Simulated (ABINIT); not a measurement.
Runs of ABINIT 10.8.3 (patched build) on YN. The structure is cubic, space group Fm-3m (No. 225). The conventional cell has a = 4.877 Å, b = 4.877 Å, c = 4.877 Å, α = 90.00°, β = 90.00°, γ = 90.00°. Y (site symmetry m-3m) has 6 N at 2.44 Å as nearest neighbours. N (site symmetry m-3m) is surrounded by 6 Y at 2.44 Å. 

```tsv
level	V0 of scaled cells (Å³/atom)	B0 (GPa)
SCAN	14.62	162
LDA	(a)	(c)
PBEsol	14.32	171
r2SCAN	14.66	169
AM05	(b)	169
revPBE	(d)	152
BLYP	15.21	151
RPBE	15.07	150
```

Alike in all rows: task equation of state; potentials or basis Ansatz PAW PBE default generated set, frozen core; no spin polarisation; cell as given; k mesh 9 × 9 × 9; cutoff (eV) 517; smearing fermi-dirac 0.05 eV.

Task: Estimate the missing entries.

Result: (a) 14.01; (b) 14.33; (c) 182; (d) 14.98.

Caveats: pressures at fixed basis lie under the slope of the energies; the PAW data sets were made with another functional, which shifts forces and pressure a little; the atomic spheres overlap.

Runs at the PBE level aren't shown here.
